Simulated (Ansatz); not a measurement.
Runs of Ansatz 0.2.0 on GaP. The structure is cubic, space group F-43m (No. 216). Conventional cell: a = 5.451 Å, b = 5.451 Å, c = 5.451 Å, α = 90.00°, β = 90.00°, γ = 90.00°. Around Ga (site symmetry -43m) lie 4 P at 2.36 Å. Around P (site symmetry -43m) lie 4 Ga at 2.36 Å. 

| cell | gap on the mesh (eV) | pressure (GPa) |
| --- | --- | --- |
| relaxed | (a) | 0.0 |
| relaxed to 10 GPa | 1.28 | 10.0 |
| relaxed to 30 GPa | 0.95 | 30.0 |
| relaxed to 20 GPa | (b) | 20.0 |
| relaxed to 5 GPa | 1.39 | 5.0 |

Alike in all rows: task relaxation of cell and atoms; level PBEsol; potentials or basis all-electron LAPW, scalar-relativistic; no spin polarisation; k mesh 8 × 8 × 8; smearing fermi-dirac 0.05 eV; basis error allowed 0.001 eV/atom.

Fill in the values left out.

(a) 1.50; (b) 1.11.

A k mesh can miss the band edges, and the runs leave out spin-orbit coupling on Ga.
